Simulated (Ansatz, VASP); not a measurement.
One calculation of SnSe, two programs

```
Sn Se
1.0
     0.00000    3.01000    3.01000
     3.01000    0.00000    3.01000
     3.01000    3.01000    0.00000
Sn Se
1 1
Direct
  0.00000 0.00000 0.00000
  0.50000 0.50000 0.50000
```

Measurements of this composition are mostly on another form, of space group No. 62.

Alike in both runs: task relaxation of cell and atoms; functional revPBE; dispersion D4; k mesh 8 × 8 × 8; occupations fermi-dirac, width 0.05 eV; no spin polarisation.

|  | VASP | Ansatz |
| --- | --- | --- |
| version | VASP 6.6.1 | Ansatz 0.2.0 |
| potentials or method | VASP PAW PBE potentials, release 64 (Sn_d, Se), cutoff 600 eV | all-electron LAPW, scalar-relativistic |

VASP gave:

- relaxed volume (Å³/atom): 26.41
- relaxed cell length with the largest relative difference (Å): 4.211
- energy change over the relaxation (meV/atom): -4

Task: Which values does Ansatz return?

Result: Relaxed volume (Å³/atom): 26.39; relaxed cell length with the largest relative difference (Å): 4.211; energy change over the relaxation (meV/atom): -4.

Ansatz ran all-electron here, so the differences hold the error of VASP's frozen core and of both bases.

Caveats: the PAW data sets were made with another functional, which shifts forces and pressure a little (VASP). A k mesh can miss the band edges.
